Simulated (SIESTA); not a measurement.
Crystal: Ge.

```
Ge
1.0
     0.00000    2.82891    2.82891
     2.82891    0.00000    2.82891
     2.82891    2.82891    0.00000
Ge
2
Direct
  0.75000 0.75000 0.75000
  0.50000 0.50000 0.50000
```

Base run:

- Program: SIESTA 5.4.2
- Functional: PBE
- Potentials or basis: PseudoDojo 0.4 standard (PBE files)
- Basis: TZP (energy shift 0.003 Ry; two zetas on semicore shells)
- Grid cutoff: 800 Ry
- Energy shift: 0.003 Ry
- k mesh: 8 × 8 × 8
- Occupations: fermi-dirac, width 0.05 eV
- Spin: no spin polarisation

Its results: band gap on the k mesh none (metal or under the smearing width); pressure 4.7 GPa.

The run is repeated on the same cell with these changes: basis from TZP (energy shift 0.003 Ry; two zetas on semicore shells) to DZDP (energy shift 0.003 Ry; two zetas on semicore shells). What comes out?

Band gap on the k mesh 0.08 eV, direct; pressure 5.0 GPa.

Caveats: the basis of atomic orbitals isn't converged, which shifts pressures, moduli and gaps.
